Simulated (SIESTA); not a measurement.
# Pd (Fm-3m) in SIESTA: further runs, part 2 of 2

SIESTA 5.4.2. The steps go on from the part before.

**3. Relaxation of cell and atoms, PBE**

run.py reads:

```python
from ase import Atoms
from ase.calculators.siesta import Siesta
from ase.units import Ry, GPa
from ase.optimize import BFGS
from ase.filters import FrechetCellFilter

atoms = Atoms(
    ['Pd'],
    cell=[
        [0.0, 1.9465, 1.9465],
        [1.9465, 0.0, 1.9465],
        [1.9465, 1.9465, 0.0],
    ],
    scaled_positions=[
        [0.0, 0.0, 0.0],
    ],
    pbc=True,
)

fdf = {
    'SCFMustConverge': False,
    'OccupationFunction': 'FD',
    'ElectronicTemperature': '0.05 eV',
    'MaxSCFIterations': '120',
    'SCF.Mixer.Method': 'Pulay',
    'SCF.Mixer.Weight': '0.25',
    'SCF.Mixer.History': '8',
    'SCF.DM.Tolerance': '5.0e-05',
    'SCF.H.Tolerance': '1.0e-03 eV',
    'WriteForces': 'true',
    'Charge.Mulliken': 'end',
    'PAO.Basis': ['Pd.1 4', 'n=4 0 2', '  2.822 0.000', 'n=5 0 2', '  8.721 0.000', 'n=4 1 2', '  3.234 0.000', 'n=4 2 2', '  5.877 0.000'],
}
calc = Siesta(
    label="Pd",
    command="siesta < PREFIX.fdf > PREFIX.out",
    pseudo_path="pseudos",
    pseudo_qualifier="",
    xc=('GGA', 'PBE'),
    basis_set="DZ",
    mesh_cutoff=800 * Ry,
    energy_shift=0.003 * Ry,
    kpts=[12, 12, 12],
    spin="non-polarized",
    fdf_arguments=fdf,
)
atoms.calc = calc

opt = BFGS(FrechetCellFilter(atoms), trajectory="relax.traj")
converged = opt.run(fmax=0.02, steps=40)
print("converged:", converged)
print("cell (A):", atoms.cell.cellpar().round(5))
print("scaled positions:")
print(atoms.get_scaled_positions().round(6))
print(f"energy = {atoms.get_potential_energy():.6f} eV")
free = atoms.get_potential_energy(force_consistent=True)
print(f"free energy = {free:.6f} eV")
print("forces (eV/A):")
print(atoms.get_forces(apply_constraint=False).round(6))
print("stress (GPa, Voigt order, tension positive):", (atoms.get_stress() / GPa).round(4))
```

Potentials or basis: PseudoDojo 0.4 standard (PBE files), DZ (energy shift 0.003 Ry; two zetas on semicore shells).

Command:

```
> python run.py
```

Output:

```text
Possible missing PAO for unoccupied valence shell
Job completed
      Step     Time          Energy          fmax
BFGS:    0    -3686.301826        0.486499
Possible missing PAO for unoccupied valence shell
Job completed
BFGS:    1    -3686.307971        0.118448
Possible missing PAO for unoccupied valence shell
Job completed
BFGS:    2    -3686.308418        0.014637
converged: True
cell (A): [ 2.7782   2.7782   2.7782  59.99858 59.99858 59.99858]
scaled positions:
[[0. 0. 0.]]
energy = -3686.287630 eV
free energy = -3686.308418 eV
forces (eV/A):
[[ 0.  0. -0.]]
stress (GPa, Voigt order, tension positive): [-0.1546 -0.1546 -0.1546 -0.0025 -0.0025 -0.0025]
```

Pd.fdf:

```text
SystemName	Pd
SystemLabel	Pd

Charge.Mulliken	end
ElectronicTemperature	0.05 eV
MaxSCFIterations	120
OccupationFunction	FD
%block PAO.Basis
Pd.1 4
n=4 0 2
  2.822 0.000
n=5 0 2
  8.721 0.000
n=4 1 2
  3.234 0.000
n=4 2 2
  5.877 0.000
%endblock PAO.Basis
SCF.DM.Tolerance	5.0e-05
SCF.H.Tolerance	1.0e-03 eV
SCF.Mixer.History	8
SCF.Mixer.Method	Pulay
SCF.Mixer.Weight	0.25
SCFMustConverge	False
WriteForces	true

Spin	non-polarized
XC.functional	GGA
XC.authors	PBE

MeshCutoff	10884.554409746897	eV
PAO.EnergyShift	0.040817079036550866	eV

NumberOfSpecies	1
NumberOfAtoms	1
%block ChemicalSpecieslabel
    1 46 Pd.1 Pd.1.psml
%endblock ChemicalSpecieslabel

%block PAO.BasisSizes
    Pd.1	DZ
%endblock PAO.BasisSizes

LatticeConstant	1.0 Ang
%block LatticeVectors
    4.207923349449095e-05 1.9644852238195496 1.9644852238195498
    1.9644852238195496 4.20792334945807e-05 1.9644852238195496
    1.9644852238195496 1.9644852238195496 4.207923349460474e-05
%endblock LatticeVectors
AtomicCoordinatesFormat	Ang
%block AtomicCoordinatesAndAtomicSpecies
    0.0 0.0 0.0 1
%endblock AtomicCoordinatesAndAtomicSpecies
%block DM.InitSpin
%endblock DM.InitSpin

DM.UseSaveDM	True

#KPoint grid
%block kgrid_Monkhorst_Pack
     12       0       0  0.0
     0       12       0  0.0
     0       0       12  0.0
%endblock kgrid_Monkhorst_Pack
```

Pd.out:

```text
Version         : 5.4.2

[... 6 lines left out ...]
 NOTE: Please see the manual for full details and compatibility measures.

reinit: Reading from standard input
reinit: Dumping input in INPUT_TMP.46532
************************** Dump of input data file ****************************
SystemName	Pd
SystemLabel	Pd
Charge.Mulliken	end
ElectronicTemperature	0.05 eV
MaxSCFIterations	120
[... 553 lines left out ...]
Atom  Qatom  Qorb
               4s      4s      5s      5s      4py     4pz     4px     4py
               4pz     4px     4dxy    4dyz    4dz2    4dxz    4dx2-y2 4dxy
               4dyz    4dz2    4dxz    4dx2-y2
   1 18.000   1.909   0.050   1.348  -0.473   1.913   1.913   1.913   0.084
              0.084   0.084   1.940   1.940   1.844   1.940   1.844  -0.141

             -0.141   0.045  -0.141   0.045

mulliken: Qtot =       18.000

Mulliken Atomic Populations:
Atom #   charge [q] valence [e]  Species
     1     0.000000   18.000000  Pd.1
 Total     0.000000

Job completed
```

Wall time 58 s (1 thread of Arm Neoverse V1, shared host); peak memory 0.19 GiB.

What came out:

* Free energy: -3686.3084 eV
* Relaxed volume: 15.16 Å³/atom
* Relaxed cell: a = 2.778 Å, b = 2.778 Å, c = 2.778 Å, α = 60.00°, β = 60.00°, γ = 60.00°
* Space group after relaxing (to 0.05 Å): Fm-3m (No. 225)
* Energy gained by relaxing: 5.8 meV/atom
* Ionic steps: 3
* Pressure after relaxing: 0.2 GPa
* Band gap on the k mesh: none (metal or under the smearing width)

The path:
```tsv
step	energy change (eV)	largest force (eV/Å)	pressure (GPa)	volume (Å³)
1	0.0000	0.0000	5.28	14.75
2	-0.0055	0.0000	1.26	15.06
3	-0.0058	0.0000	0.15	15.16
```

Final structure:
```cif
data_structure
_symmetry_space_group_name_H-M 'P 1'
_symmetry_Int_Tables_number 1
_cell_length_a 2.7782
_cell_length_b 2.7782
_cell_length_c 2.7782
_cell_angle_alpha 59.999
_cell_angle_beta 59.999
_cell_angle_gamma 59.999
_cell_volume 15.16
loop_
_atom_site_label
_atom_site_type_symbol
_atom_site_fract_x
_atom_site_fract_y
_atom_site_fract_z
_atom_site_occupancy
Pd1 Pd 0.00000 0.00000 0.00000 1
```

Caveat: the basis has no polarisation orbitals; the basis of atomic orbitals isn't converged, which shifts pressures, moduli and gaps.

**4. Relaxation of cell and atoms, PBEsol**

Pd.fdf reads:

```
SystemName                      Palladium
SystemLabel                     Pd
NumberOfSpecies                 1
NumberOfAtoms                   1
%block ChemicalSpeciesLabel
  1  46 Pd
%endblock ChemicalSpeciesLabel

LatticeConstant                 1.0 Ang
%block LatticeVectors
     0.0000000000     1.9465000000     1.9465000000
     1.9465000000     0.0000000000     1.9465000000
     1.9465000000     1.9465000000     0.0000000000
%endblock LatticeVectors
AtomicCoordinatesFormat         Fractional
%block AtomicCoordinatesAndAtomicSpecies
     0.0000000000     0.0000000000     0.0000000000  1  Pd
%endblock AtomicCoordinatesAndAtomicSpecies

%block kgrid.MonkhorstPack
   12   0   0  0.0
    0  12   0  0.0
    0   0  12  0.0
%endblock kgrid.MonkhorstPack
XC.Functional                   GGA
XC.Authors                      PBEsol
PAO.BasisSize                   DZP
PAO.EnergyShift                 0.003 Ry
Mesh.Cutoff                     800 Ry
OccupationFunction              FD
ElectronicTemperature           0.05 eV
MaxSCFIterations                120
SCF.MustConverge                false
SCF.Mixer.Method                Pulay
SCF.Mixer.Weight                0.25
SCF.Mixer.History               8
SCF.DM.Tolerance                5.0e-05
SCF.H.Tolerance                 1.0e-03 eV
WriteForces                     true
Charge.Mulliken                 end
MD.TypeOfRun                    CG
MD.Steps                        40
MD.MaxForceTol                  0.04 eV/Ang
MD.MaxDispl                     0.1 Ang
WriteCoorStep                   true
AtomCoorFormatOut               Fractional
MD.VariableCell                 true
MD.MaxStressTol                 0.1 GPa
%block PAO.Basis
  Pd 5
  n=4 0 2
    2.827 0.000
  n=5 0 2
    8.651 0.000
  n=4 1 2
    3.241 0.000
  n=5 1 1
    8.651
  n=4 2 2
    5.842 0.000
%endblock PAO.Basis
```

Potentials or basis: PseudoDojo 0.4 standard (PBEsol files), DZP (energy shift 0.003 Ry; two zetas on semicore shells).

Command:

```
> siesta < Pd.fdf > Pd.out 2>&1
```

Wall time 1.8 min (1 thread of Arm Neoverse V1, shared host); peak memory 0.26 GiB.

Results (log left out):

- Free energy: -3669.3346 eV
- Relaxed volume: 14.58 Å³/atom
- Relaxed cell: a = 2.742 Å, b = 2.742 Å, c = 2.742 Å, α = 60.00°, β = 60.00°, γ = 60.00°
- Space group after relaxing (to 0.05 Å): Fm-3m (No. 225)
- Energy gained by relaxing: 1.6 meV/atom
- Ionic steps: 3
- Pressure after relaxing: 0.0 GPa
- Band gap on the k mesh: none (metal or under the smearing width)

Step by step:
```tsv
step	energy change (eV)	largest force (eV/Å)	pressure (GPa)	volume (Å³)
1	0.0000	0.0000	-2.43	14.75
2	0.0031	0.0000	4.95	14.24
3	-0.0016	0.0000	-0.03	14.58
```

Final structure:
```xyz
1
Lattice="0.0000 1.9389 1.9389 1.9389 0.0000 1.9389 1.9389 1.9389 0.0000" Properties=species:S:1:pos:R:3 pbc="T T T"
Pd    0.0000    0.0000    0.0000
```

Caveat: the basis of atomic orbitals isn't converged, which shifts pressures, moduli and gaps.

**5. Relaxation of cell and atoms, vdW-DF-cx**

Edit run.py of step 3 so:

```diff
@@ -3,3 +3,3 @@
 from ase.units import Ry, GPa
-from ase.optimize import BFGS
+from ase.optimize import LBFGS
 from ase.filters import FrechetCellFilter
@@ -31,3 +31,3 @@
     'Charge.Mulliken': 'end',
-    'PAO.Basis': ['Pd.1 4', 'n=4 0 2', '  2.822 0.000', 'n=5 0 2', '  8.721 0.000', 'n=4 1 2', '  3.234 0.000', 'n=4 2 2', '  5.877 0.000'],
+    'PAO.Basis': ['Pd.1 5', 'n=4 0 2', '  2.827 0.000', 'n=5 0 2', '  8.897 0.000', 'n=4 1 2', '  3.234 0.000', 'n=5 1 1', '  8.897', 'n=4 2 2', '  5.901 0.000'],
 }
@@ -38,4 +38,4 @@
     pseudo_qualifier="",
-    xc=('GGA', 'PBE'),
-    basis_set="DZ",
+    xc=('VDW', 'BH'),
+    basis_set="DZP",
     mesh_cutoff=800 * Ry,
@@ -48,4 +48,4 @@
 
-opt = BFGS(FrechetCellFilter(atoms), trajectory="relax.traj")
-converged = opt.run(fmax=0.02, steps=40)
+opt = LBFGS(FrechetCellFilter(atoms), trajectory="relax.traj")
+converged = opt.run(fmax=0.04, steps=40)
 print("converged:", converged)
```

Potentials or basis: PseudoDojo 0.4 standard (PBE files), DZP (energy shift 0.003 Ry; two zetas on semicore shells).

Command:

```
> python run.py
```

Output:

```text
Job completed
       Step     Time          Energy          fmax
LBFGS:    0    -3686.232231        0.050142
Job completed
LBFGS:    1    -3686.232300        0.011366
converged: True
cell (A): [ 2.7508   2.7508   2.7508  59.99996 59.99996 59.99996]
scaled positions:
[[0. 0. 0.]]
energy = -3686.212510 eV
free energy = -3686.232300 eV
forces (eV/A):
[[-0.  0.  0.]]
stress (GPa, Voigt order, tension positive): [ 0.1237  0.1237  0.1237 -0.0002 -0.0002 -0.0002]
```

Pd.fdf:

```text
SystemName	Pd
SystemLabel	Pd

Charge.Mulliken	end
ElectronicTemperature	0.05 eV
MaxSCFIterations	120
OccupationFunction	FD
%block PAO.Basis
Pd.1 5
n=4 0 2
  2.827 0.000
n=5 0 2
  8.897 0.000
n=4 1 2
  3.234 0.000
n=5 1 1
  8.897
n=4 2 2
  5.901 0.000
%endblock PAO.Basis
SCF.DM.Tolerance	5.0e-05
SCF.H.Tolerance	1.0e-03 eV
SCF.Mixer.History	8
SCF.Mixer.Method	Pulay
SCF.Mixer.Weight	0.25
SCFMustConverge	False
WriteForces	true

Spin	non-polarized
XC.functional	VDW
XC.authors	BH

MeshCutoff	10884.554409746897	eV
PAO.EnergyShift	0.040817079036550866	eV

NumberOfSpecies	1
NumberOfAtoms	1
%block ChemicalSpecieslabel
    1 46 Pd.1 Pd.1.psml
%endblock ChemicalSpecieslabel

%block PAO.BasisSizes
    Pd.1	DZP
%endblock PAO.BasisSizes

LatticeConstant	1.0 Ang
%block LatticeVectors
    1.1289561854819415e-06 1.9451067830891364 1.9451067454572692
    1.9451067830891364 1.1289561854819415e-06 1.9451067454572692
    1.9451067830891418 1.9451067830891418 1.1289561800214782e-06
%endblock LatticeVectors
AtomicCoordinatesFormat	Ang
%block AtomicCoordinatesAndAtomicSpecies
    0.0 0.0 0.0 1
%endblock AtomicCoordinatesAndAtomicSpecies
%block DM.InitSpin
%endblock DM.InitSpin

DM.UseSaveDM	True

#KPoint grid
%block kgrid_Monkhorst_Pack
     12       0       0  0.0
     0       12       0  0.0
     0       0       12  0.0
%endblock kgrid_Monkhorst_Pack
```

Pd.out:

```text
Version         : 5.4.2

[... 6 lines left out ...]
 NOTE: Please see the manual for full details and compatibility measures.

reinit: Reading from standard input
reinit: Dumping input in INPUT_TMP.51125
************************** Dump of input data file ****************************
SystemName	Pd
SystemLabel	Pd
Charge.Mulliken	end
ElectronicTemperature	0.05 eV
[... 572 lines left out ...]
               4pz     4px     5py     5pz     5px     4dxy    4dyz    4dz2
               4dxz    4dx2-y2 4dxy    4dyz    4dz2    4dxz    4dx2-y2
   1 18.000   1.861   0.050   0.236   0.190   1.910   1.910   1.910   0.085
              0.085   0.085   0.210   0.210   0.210   1.838   1.838   1.799

              1.838   1.799  -0.069  -0.069   0.070  -0.069   0.070

mulliken: Qtot =       18.000

Mulliken Atomic Populations:
Atom #   charge [q] valence [e]  Species
     1     0.000000   18.000000  Pd.1
 Total     0.000000

Job completed
```

Wall time 2.3 min (1 thread of AMD EPYC 7R43 (Zen 3), shared host); peak memory 0.32 GiB.

What came out:

```yaml
Free_energy: -3686.2323 eV
Relaxed_volume: 14.72 Å³/atom
Relaxed_cell: a = 2.751 Å, b = 2.751 Å, c = 2.751 Å, α = 60.00°, β = 60.00°, γ = 60.00°
Space_group_after_relaxing_to_0.05_Å: Fm-3m (No. 225)
Energy_gained_by_relaxing: 0.1 meV/atom
Ionic_steps: 2
Pressure_after_relaxing: -0.1 GPa
Band_gap_on_the_k_mesh: none (metal or under the smearing width)
```

The path:
```
step  energy change (eV)  largest force (eV/Å)  pressure (GPa)  volume (Å³)
   1              0.0000                0.0000           -0.54        14.75
   2             -0.0001                0.0000           -0.12        14.72
```

Final structure:
```
Pd
1.0
     0.00000    1.94511    1.94511
     1.94511    0.00000    1.94511
     1.94511    1.94511    0.00000
Pd
1
Direct
  0.00000 0.00000 0.00000
```

Caveat: the potentials were made for another functional, which shifts forces and pressure; the basis of atomic orbitals isn't converged, which shifts pressures, moduli and gaps.

**6. Overview**

```tsv
level	potentials or basis	optimiser	force tolerance	gap on the mesh (eV)	pressure (GPa)	relaxed volume (Å³/atom)
PBE	PseudoDojo 0.4 standard (PBE files), TZP (energy shift 0.003 Ry; two zetas on semicore shells)	Broyden	0.04 eV/Å	none	0.0	15.44
PBE	PseudoDojo 0.4 standard (PBE files), DZ (energy shift 0.003 Ry; two zetas on semicore shells)	-	0.02 eV/Å	none	0.2	15.16
PBEsol	PseudoDojo 0.4 standard (PBEsol files), DZP (energy shift 0.003 Ry; two zetas on semicore shells)	CG	0.04 eV/Å	none	0.0	14.58
vdW-DF-cx	PseudoDojo 0.4 standard (PBE files), DZP (energy shift 0.003 Ry; two zetas on semicore shells)	-	0.04 eV/Å	none	-0.1	14.72
```

Alike in all rows: task relaxation of cell and atoms; no spin polarisation; cell relaxed; k mesh 12 × 12 × 12; smearing fermi-dirac 0.05 eV; grid cutoff 800 Ry; energy shift 0.003 Ry.

Caveats: the basis of atomic orbitals isn't converged, which shifts pressures, moduli and gaps; the basis has no polarisation orbitals (some runs); the potentials were made for another functional, which shifts forces and pressure (some runs).

Absolute energies hang on the potentials; compare differences alone.
